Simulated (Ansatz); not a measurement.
TaN:

```
Ta N
1.0
     3.16486    0.00000    0.00000
    -1.58243    2.74085    0.00000
     0.00000    0.00000    3.10562
Ta N
1 1
Cartesian
  0.0000 0.0000 1.5528
  1.5824 0.9136 0.0000
```

The cell isn't the ideal one: volume scaled by 1.25.

| Item | Value |
| --- | --- |
| Program | Ansatz 0.2.0 |
| Task | relaxation of cell and atoms |
| Functional | BPBE |
| Potentials or basis | Ansatz PAW |
| Cutoff | 420 eV (not typed: the program's choice for these potentials) |
| k mesh | 10 × 10 × 9 |
| Occupations | gaussian, width 0.1 eV |
| Spin | no spin polarisation |

At the start: volume 13.47 Å³/atom.

**Question.** Where does the relaxation end?

**Answer.** It ends after 8 steps and the volume is 10.91 Å³/atom (-19.0 %); space group P-6m2 (No. 187, to 0.05 Å).

The path:
```tsv
step	energy change (eV)	largest force (eV/Å)	volume (Å³)
1	0.0000	0.0000	26.94
2	-0.7892	0.0000	23.20
3	-0.8564	0.0000	21.26
4	-0.8722	0.0000	21.87
5	-0.8723	0.0000	21.85
6	-0.8674	0.0000	21.85
7	-0.8675	0.0000	21.82
8	-0.8675	0.0000	21.82
```

Final structure:
```xyz
2
Lattice="2.9495 0.0000 0.0000 -1.4748 2.5544 0.0000 0.0000 0.0000 2.8962" Properties=species:S:1:pos:R:3 pbc="T T T"
Ta    0.0000    0.0000    1.4481
N     1.4748    0.8515    0.0000
```

Caveat: the plane-wave basis is chosen anew once the cell has moved, so the energies of steps on either side of that aren't comparable; the pressure holds a Pulay correction of +0.5 GPa for the finite cutoff; the PAW data sets come from PBE, with cores solved anew for the run's functional, which leaves a small shift of forces and pressure.
